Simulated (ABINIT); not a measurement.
The system is NaI.

```
I Na
1.0
     0.00000    3.23640    3.23640
     3.23640    0.00000    3.23640
     3.23640    3.23640    0.00000
I Na
1 1
Direct
  0.50000 0.50000 0.50000
  0.00000 0.00000 0.00000
```

Base run:

| Property | Result |
| --- | --- |
| Program | ABINIT 10.8.3 (patched build) |
| Functional | PBE |
| Potentials or basis | JTH PAW PBE v2.0 |
| Cutoff | 1088 eV |
| k mesh | 7 × 7 × 7 |
| Occupations | fermi-dirac, width 0.05 eV |
| Spin | no spin polarisation |

Its results: band gap on the k mesh 3.64 eV, direct; pressure 0.5 GPa.

**Question.** The run is repeated on the same cell with these changes: functional from PBE to LDA; potentials or basis from JTH PAW PBE v2.0 to JTH PAW LDA v2.0. What comes out?

**Answer.** Band gap on the k mesh 3.33 eV, direct; pressure -1.6 GPa.

Caveats: spin-orbit coupling is left out, which moves the levels of the heavy elements.
